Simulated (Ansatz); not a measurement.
Crystal: SnO2.

```xyz
12
Lattice="-5.3733 5.3733 1.6162 5.3733 -5.3733 1.6162 5.3733 5.3733 -1.6162" Properties=species:S:1:pos:R:3 pbc="T T T"
Sn    3.5579   -1.6004    1.6162
Sn    1.6004    3.5579    1.6162
Sn    3.7729    1.8155    0.0000
Sn    1.8155    6.9737    0.0000
O     1.6650    2.2095    0.0000
O    -3.1638    3.7084    1.6162
O     3.7084    3.1638    1.6162
O     8.5371    1.6650    0.0000
O     5.8350    1.7307    0.0000
O     3.6426    0.4617    1.6162
O     1.7307    4.9116    0.0000
O    -0.4617    3.6426    1.6162
```

Measurements of this composition are mostly on another form, of space group No. 136.

* Program: Ansatz 0.2.0
* Task: relaxation of cell and atoms
* Functional: PBEsol
* Dispersion: D4
* Potentials or basis: Ansatz PAW
* Cutoff: 420 eV (not typed: the program's choice for these potentials)
* k mesh: 7 × 7 × 7
* Occupations: fermi-dirac, width 0.05 eV
* Spin: no spin polarisation

At the start: volume 15.55 Å³/atom.

Task: How do energy, volume and symmetry change on relaxing?

Result: It ends after 9 steps and the volume is 15.01 Å³/atom (-3.5 %); space group I4/m (No. 87, to 0.05 Å).

The path:
```tsv
step	energy change (eV)	largest force (eV/Å)	volume (Å³)
1	0.0000	0.5448	186.66
2	-0.1741	0.1236	180.37
3	-0.1769	0.0658	180.06
4	-0.1766	0.0397	180.32
5	-0.1764	0.0132	180.46
6	-0.1764	0.0042	180.46
7	-0.1524	0.0042	180.46
8	-0.1543	0.0041	180.10
9	-0.1526	0.0041	180.10
```

Final structure:
```
Sn O
1.0
    -5.31306    5.31306    1.59500
     5.31306   -5.31306    1.59500
     5.31306    5.31306   -1.59500
Sn O
4 8
Direct
  0.34957 0.83343 0.18300
  0.83343 0.65043 0.48387
  0.16657 0.34957 0.51613
  0.65043 0.16657 0.81700
  0.20785 0.15541 0.36325
  0.84459 0.20785 0.05244
  0.79215 0.84459 0.63675
  0.15541 0.79215 0.94756
  0.16008 0.54162 0.70170
  0.54162 0.83992 0.38154
  0.45838 0.16008 0.61846
  0.83992 0.45838 0.29830
```

Caveat: the plane-wave basis is chosen anew once the cell has moved, so the energies of steps on either side of that aren't comparable; the pressure holds a Pulay correction of +0.7 GPa for the finite cutoff; the PAW data sets come from PBE, with cores solved anew for the run's functional, which leaves a small shift of forces and pressure.
